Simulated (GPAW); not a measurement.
# Au (Im-3m) in GPAW: convergence with k mesh

Aim: find how far k mesh must go before the results for Au settle, at PBE+D3(BJ). This setting moves, with any that are tied to it; all else stays.

All numbers are computed with GPAW 26.7.0; they aren't measurements. Logs are shortened: lines on timing, memory, paths and dates and some standing lists are left out, and cuts for length are marked. The log counts tension as positive stress, the text compression.

**1. Starting point**

The structure is cubic, space group Im-3m (No. 229). Conventional cell: a = 3.315 Å, b = 3.315 Å, c = 3.315 Å, α = 90.00°, β = 90.00°, γ = 90.00°. Au (site symmetry m-3m) has 8 Au at 2.87 Å as nearest neighbours.

This isn't the form of Au at room conditions, which is fcc.

**2. With k mesh 3 × 3 × 3**

run.py

```python
import json
import numpy as np
from ase import Atoms
from ase.calculators.mixing import SumCalculator
from ase.constraints import FixSymmetry
from ase.filters import FrechetCellFilter
from ase.io import read, write
from ase.optimize import BFGS
from dftd3.ase import DFTD3
from phonopy import Phonopy
from phonopy.structure.atoms import PhonopyAtoms
from gpaw import GPAW, PW

atoms = read('Au.cif')

calc = GPAW(mode=PW(450),
            xc='PBE',
            kpts={'size': (3, 3, 3), 'gamma': True},
            occupations={'name': 'fermi-dirac', 'width': 0.05},
            nbands=14,
            convergence={'density': 1e-06, 'eigenstates': 1e-09},
            maxiter=150,
            txt='gpaw.txt')
atoms.calc = SumCalculator([calc, DFTD3(method='pbe', damping='d3bj')])
atoms.set_constraint(FixSymmetry(atoms))
BFGS(FrechetCellFilter(atoms), trajectory='relax.traj', logfile='-').run(fmax=0.005, steps=40)
atoms.set_constraint()
energy = atoms.get_potential_energy()
forces = atoms.get_forces()
stress = atoms.get_stress()
calc.write('gs.gpw')
write('result.traj', atoms)
print('Cell:', atoms.cell.cellpar().round(4))
print(atoms.get_scaled_positions().round(5))

def force_constants(scale):
    unit = PhonopyAtoms(symbols=atoms.get_chemical_symbols(), cell=atoms.cell[:] * scale**(1 / 3),
                        scaled_positions=atoms.get_scaled_positions())
    ph = Phonopy(unit, supercell_matrix=np.diag([2, 2, 2]), primitive_matrix=np.eye(3), symprec=1e-4)
    ph.generate_displacements(distance=0.03)
    forces = []
    for i, sc in enumerate(ph.supercells_with_displacements):
        a = Atoms(sc.symbols, cell=sc.cell, scaled_positions=sc.scaled_positions, pbc=True)
        c = GPAW(mode=PW(450),
                 xc='PBE',
                 kpts={'size': (2, 2, 2), 'gamma': True},
                 occupations={'name': 'fermi-dirac', 'width': 0.05},
                 nbands=74,
                 convergence={'density': 1e-06, 'eigenstates': 1e-09},
                 maxiter=150,
                 txt=f'disp-{scale:.3f}-{i:02d}.txt')
        a.calc = SumCalculator([c, DFTD3(method='pbe', damping='d3bj')])
        f = a.get_forces()
        forces.append(f - f.mean(axis=0))
        print(f'displacement {i}: drift', f.mean(axis=0).round(5), flush=True)
    ph.forces = forces
    ph.produce_force_constants()
    ph.symmetrize_force_constants()
    return ph

qpoints = [[0.0, 0.0, 0.0], [0.0, 0.0, 0.5], [0.0, 0.5, 0.0], [0.0, 0.5, 0.5], [0.5, 0.0, 0.0], [0.5, 0.0, 0.5], [0.5, 0.5, 0.0], [0.5, 0.5, 0.5]]
results = {}
for scale in [1.0]:
    ph = force_constants(scale)
    ph.run_qpoints(qpoints)
    nu = ph.qpoints.frequencies * 33.35641  # THz to cm^-1
    results[f'{scale:.3f}'] = nu.tolist()
    for qp, f in zip(qpoints, nu):
        print(scale, np.round(qp, 4), f.round(2))

path = atoms.cell.bandpath('GHNGPH,PN', npoints=60, eps=1e-4)
ph.run_qpoints(path.kpts)
results['path'] = (ph.qpoints.frequencies * 33.35641).tolist()
results['path_q'] = path.kpts.tolist()
x, ticks, names = path.get_linear_kpoint_axis()
results['axis'] = [x.tolist(), list(ticks), names]
ph.run_mesh([15, 15, 15], is_gamma_center=True)
ph.run_thermal_properties(temperatures=[0, 100, 200, 300, 500, 800], cutoff_frequency=0.05)
tp = ph.thermal_properties
results['thermal'] = [list(v) for v in (tp.temperatures, tp.free_energy, tp.entropy, tp.heat_capacity)]
for t, fv, s, cv in zip(*results['thermal']):
    print(f'{t:6.0f} K  F {fv:9.4f} kJ/mol  S {s:9.4f} J/K/mol  Cv {cv:9.4f} J/K/mol')
json.dump(results, open('phonons.json', 'w'))
```

Au.cif

```cif
data_Au
_cell_length_a 2.87047411
_cell_length_b 2.87047411
_cell_length_c 2.87047411
_cell_angle_alpha 109.47122063
_cell_angle_beta 109.47122063
_cell_angle_gamma 109.47122063
_space_group_name_H-M_alt 'P1'
_space_group_name_Hall 'P 1'
_space_group_IT_number 1
loop_
_space_group_symop_operation_xyz
'x,y,z'
loop_
_atom_site_label
_atom_site_type_symbol
_atom_site_symmetry_multiplicity
_atom_site_Wyckoff_symbol
_atom_site_fract_x
_atom_site_fract_y
_atom_site_fract_z
_atom_site_occupancy
Au1 Au 1 a 0.0000000000 0.0000000000 0.0000000000 1
```

Potentials or basis: GPAW PAW data sets (gpaw-data 1.2.1), pw.

Run with:

```bash
$ OMP_NUM_THREADS=1 python run.py
```

gpaw.txt:

```text
__  _  _
 | _ |_)|_||  |
 |__||  | ||/\| - 26.7.0

Input parameters:
  mode=PW(ecut=450.00000000000006),
  convergence={'density': 1e-06, 'eigenstates': 1e-09},
  kpts=MonkhorstPack(size=(3, 3, 3), gamma=True),
  maxiter=150,
  nbands=14,
  occupations=Occupations(name='fermi-dirac', width=0.05),
  xc=XC(name='PBE')

Diagonalizing LCAO Hamiltonian
Converting LCAO to pw mode

       Au

Atoms  # Å, Bohr magnetons
|   | symbol |        x |        y |        z |    initial magnetic moments |
|---|--------|----------|----------|----------|-----------------------------|
| 0 |     Au | 0.000000 | 0.000000 | 0.000000 | ( 0.0000,  0.0000,  0.0000) |

Unit cell  # Å
| periodic |         x |         y |         z |  lengths |     angles |
|----------|-----------|-----------|-----------|----------|------------|
|      yes |  2.870474 |  0.000000 | -0.000000 | 2.870474 | 109.471221 |
|      yes | -0.956825 |  2.706309 | -0.000000 | 2.870474 | 109.471221 |
|      yes | -0.956825 | -1.353154 |  2.343732 | 2.870474 | 109.471221 |
[... 190 lines left out ...]
|          2 |         4.387 |     2.000 |
|          3 |         4.387 |     2.000 |
|          4 |         6.102 |     2.000 |
|          5 |         6.102 |     2.000 |
|          6 |        26.489 |     0.000 |
|          7 |        26.489 |     0.000 |
|          8 |        26.489 |     0.000 |
|          9 |        32.293 |     0.000 |
|         10 |        32.293 |     0.000 |
|         11 |        32.293 |     0.000 |
|         12 |        33.201 |     0.000 |
|         13 |        33.201 |     0.000 |

No gap
No difference between direct/indirect transitions

Stress tensor  # eV/Ang^3
|         x |         y |        z |
|-----------|-----------|----------|
|  0.019963 | -0.000000 | 0.000000 |
| -0.000000 |  0.019963 | 0.000000 |
| -0.000000 |  0.000000 | 0.019963 |

Forces  # eV/Ang
|        x |       y |       z |
|----------|---------|---------|
| -0.00000 | 0.00000 | 0.00000 |  # Au   0

Interpolating wave functions to new cell

       Au

Atoms  # Å, Bohr magnetons
|   | symbol |        x |        y |        z |    initial magnetic moments |
|---|--------|----------|----------|----------|-----------------------------|
| 0 |     Au | 0.000000 | 0.000000 | 0.000000 | ( 0.0000,  0.0000,  0.0000) |
[... 212 lines left out ...]
Stress tensor  # eV/Ang^3
|         x |         y |         z |
|-----------|-----------|-----------|
| -0.021112 | -0.000000 | -0.000000 |
| -0.000000 | -0.021112 | -0.000000 |
| -0.000000 | -0.000000 | -0.021112 |

Forces  # eV/Ang
|        x |        y |       z |
|----------|----------|---------|
| -0.00000 | -0.00000 | 0.00000 |  # Au   0

Interpolating wave functions to new cell

       Au

Atoms  # Å, Bohr magnetons
|   | symbol |        x |        y |        z |    initial magnetic moments |
|---|--------|----------|----------|----------|-----------------------------|
| 0 |     Au | 0.000000 | 0.000000 | 0.000000 | ( 0.0000,  0.0000,  0.0000) |
[... 212 lines left out ...]
Stress tensor  # eV/Ang^3
|         x |         y |         z |
|-----------|-----------|-----------|
| -0.042254 | -0.000000 | -0.000000 |
|  0.000000 | -0.042254 | -0.000000 |
| -0.000000 | -0.000000 | -0.042254 |

Forces  # eV/Ang
|       x |        y |       z |
|---------|----------|---------|
| 0.00000 | -0.00000 | 0.00000 |  # Au   0

Interpolating wave functions to new cell

       Au

Atoms  # Å, Bohr magnetons
|   | symbol |        x |        y |        z |    initial magnetic moments |
|---|--------|----------|----------|----------|-----------------------------|
| 0 |     Au | 0.000000 | 0.000000 | 0.000000 | ( 0.0000,  0.0000,  0.0000) |
[... 160 lines left out ...]
SCF iterations
|iter     | |      energy | eigst |  dens |
|---------|-|-------------|-------|-------|
|iter:   1| |   -3.411741 | -3.95 |       |
|iter:   2| |   -3.411699 | -6.61 | -2.71 |
|iter:   3| |   -3.411555c| -5.48 | -2.76 |
|iter:   4| |   -3.411560c| -6.65 | -3.63 |
|iter:   5| |   -3.411563c| -6.36 | -3.92 |
|iter:   6| |   -3.411563c| -9.21c| -5.25 |
|iter:   7| |   -3.411563c| -9.30c| -5.58 |
|iter:   8| |   -3.411563c| -9.97c| -6.78c|

Converged in 8 steps
Energy contributions relative to reference atoms: (reference = -516598.271109)

Energy contributions:
  Kinetic:          -5.010313
  Coulomb:           3.750625
  Zero:              0.130123
  External:          0.000000
  Xc:               -2.278810
  Entropy:          -0.006374
  Spinorbit:         0.000000
  ----------------------------
  Free energy:      -3.414750
  Extrapolated:     -3.411563
[... 25 lines left out ...]
Stress tensor  # eV/Ang^3
|         x |         y |         z |
|-----------|-----------|-----------|
| -0.039768 | -0.000000 | -0.000000 |
| -0.000000 | -0.039768 | -0.000000 |
| -0.000000 |  0.000000 | -0.039768 |

Forces  # eV/Ang
|       x |       y |        z |
|---------|---------|----------|
| 0.00000 | 0.00000 | -0.00000 |  # Au   0

# Writing to gs.gpw (mode='')
```

It took 31 s on 1 thread of Arm Neoverse V2, shared host; peak memory 0.25 GiB.

What came out:

- Free energy: -4.0741 eV
- Relaxed volume: 17.16 Å³/atom
- Relaxed cell: a = 2.814 Å, b = 2.814 Å, c = 2.814 Å, α = 109.47°, β = 109.47°, γ = 109.47°
- Space group after relaxing (to 0.05 Å): Im-3m (No. 229)
- Pressure after relaxing: 0.0 GPa
- Band gap on the k mesh: none (metal or under the smearing width)
- Highest phonon frequency: 159 cm⁻¹
- Dispersion energy per atom: -0.659 eV

**3. With k mesh 4 × 4 × 4**

run.py: that of step 2 with these lines changed.

```diff
@@ -17,3 +17,3 @@
             xc='PBE',
-            kpts={'size': (3, 3, 3), 'gamma': True},
+            kpts={'size': (4, 4, 4), 'gamma': True},
             occupations={'name': 'fermi-dirac', 'width': 0.05},
```

Au.cif is that of step 2.

Potentials or basis: GPAW PAW data sets (gpaw-data 1.2.1), pw.

Run with:

```bash
$ OMP_NUM_THREADS=1 python run.py
```

It took 31 s on 1 thread of Arm Neoverse V2, shared host; peak memory 0.24 GiB.

Results:

| Item | Value |
| --- | --- |
| Free energy | -3.5451 eV |
| Relaxed volume | 17.36 Å³/atom |
| Relaxed cell | a = 2.825 Å, b = 2.825 Å, c = 2.825 Å, α = 109.47°, β = 109.47°, γ = 109.47° |
| Space group after relaxing (to 0.05 Å) | Im-3m (No. 229) |
| Pressure after relaxing | 0.0 GPa |
| Band gap on the k mesh | none (metal or under the smearing width) |
| Highest phonon frequency | 154 cm⁻¹ |
| Dispersion energy per atom | -0.651 eV |

**4. With k mesh 5 × 5 × 5**

run.py: that of step 3 with these lines changed.

```diff
@@ -17,3 +17,3 @@
             xc='PBE',
-            kpts={'size': (4, 4, 4), 'gamma': True},
+            kpts={'size': (5, 5, 5), 'gamma': True},
             occupations={'name': 'fermi-dirac', 'width': 0.05},
@@ -46,3 +46,3 @@
                  xc='PBE',
-                 kpts={'size': (2, 2, 2), 'gamma': True},
+                 kpts={'size': (3, 3, 3), 'gamma': True},
                  occupations={'name': 'fermi-dirac', 'width': 0.05},
```

Au.cif is that of step 3.

Run with:

```bash
$ OMP_NUM_THREADS=1 python run.py
```

Run time: 42 s. Hardware: 1 thread of Arm Neoverse V2, shared host; peak memory 0.24 GiB.

Results (log left out):

| Item | Value |
| --- | --- |
| Free energy | -3.7552 eV |
| Relaxed volume | 17.52 Å³/atom |
| Relaxed cell | a = 2.834 Å, b = 2.834 Å, c = 2.834 Å, α = 109.47°, β = 109.47°, γ = 109.47° |
| Space group after relaxing (to 0.05 Å) | Im-3m (No. 229) |
| Pressure after relaxing | 0.0 GPa |
| Band gap on the k mesh | none (metal or under the smearing width) |
| Highest phonon frequency | 155 cm⁻¹ |
| Dispersion energy per atom | -0.645 eV |

**5. With k mesh 7 × 7 × 7**

run.py: that of step 4 with these lines changed.

```diff
@@ -17,3 +17,3 @@
             xc='PBE',
-            kpts={'size': (5, 5, 5), 'gamma': True},
+            kpts={'size': (7, 7, 7), 'gamma': True},
             occupations={'name': 'fermi-dirac', 'width': 0.05},
@@ -46,3 +46,3 @@
                  xc='PBE',
-                 kpts={'size': (3, 3, 3), 'gamma': True},
+                 kpts={'size': (4, 4, 4), 'gamma': True},
                  occupations={'name': 'fermi-dirac', 'width': 0.05},
```

Au.cif is that of step 4.

Run with:

```bash
$ OMP_NUM_THREADS=1 python run.py
```

Wall time 78 s (1 thread of Arm Neoverse V2, shared host); peak memory 0.28 GiB.

It converged, with:

```yaml
Free_energy: -3.7547 eV
Relaxed_volume: 17.56 Å³/atom
Relaxed_cell: a = 2.836 Å, b = 2.836 Å, c = 2.836 Å, α = 109.47°, β = 109.47°, γ = 109.47°
Space_group_after_relaxing_to_0.05_Å: Im-3m (No. 229)
Pressure_after_relaxing: 0.0 GPa
Band_gap_on_the_k_mesh: none (metal or under the smearing width)
Highest_phonon_frequency: 156 cm⁻¹
Dispersion_energy_per_atom: -0.644 eV
```

**6. With k mesh 9 × 9 × 9**

run.py: that of step 5 with these lines changed.

```diff
@@ -17,3 +17,3 @@
             xc='PBE',
-            kpts={'size': (7, 7, 7), 'gamma': True},
+            kpts={'size': (9, 9, 9), 'gamma': True},
             occupations={'name': 'fermi-dirac', 'width': 0.05},
@@ -46,3 +46,3 @@
                  xc='PBE',
-                 kpts={'size': (4, 4, 4), 'gamma': True},
+                 kpts={'size': (5, 5, 5), 'gamma': True},
                  occupations={'name': 'fermi-dirac', 'width': 0.05},
```

Au.cif is that of step 5.

Potentials or basis: GPAW PAW data sets (gpaw-data 1.2.1), pw.

Run with:

```bash
$ OMP_NUM_THREADS=1 python run.py
```

Run time: 1.9 min. Hardware: 1 thread of Arm Neoverse V2, shared host; peak memory 0.31 GiB.

The run converged. Its results:

| Property | Result |
| --- | --- |
| Free energy | -3.7513 eV |
| Relaxed volume | 17.54 Å³/atom |
| Relaxed cell | a = 2.835 Å, b = 2.835 Å, c = 2.835 Å, α = 109.47°, β = 109.47°, γ = 109.47° |
| Space group after relaxing (to 0.05 Å) | Im-3m (No. 229) |
| Pressure after relaxing | 0.0 GPa |
| Band gap on the k mesh | none (metal or under the smearing width) |
| Highest phonon frequency | 157 cm⁻¹ |
| Dispersion energy per atom | -0.644 eV |

**7. Result**

```
   k mesh  energy less the tightest run, at zero smearing (meV/atom)  highest phonon frequency (cm⁻¹)  SCF cycles  CPU time (s)  peak memory (GiB)
3 × 3 × 3                                                    -322.52                              159          10            31               0.25
4 × 4 × 4                                                     214.61                              154          10            31               0.24
5 × 5 × 5                                                      -0.83                              155           9            42               0.24
7 × 7 × 7                                                      -4.08                              156           9            78               0.28
9 × 9 × 9                                                       0.00                              157           9           110               0.31
```

Against the tightest run, the highest phonon frequency stays within 2 cm⁻¹ from 5 × 5 × 5 on. Not settled before the last step: the energy (to 1 meV/atom). Meshes of other sizes hit other points, so gaps and Fermi surfaces needn't settle smoothly. The tightest run that finished is the yardstick and may itself not be fully converged.

Caveats: with this Au data set, volumes or pressures lay over 1.5 % or 2 GPa off other programs in two to four cells of ten; the cutoff is short for stress and forces, so pressures can be off by a GPa or more; phonon bands are interpolated from a small supercell; pairwise dispersion overbinds metals, which lowers pressure and volume.
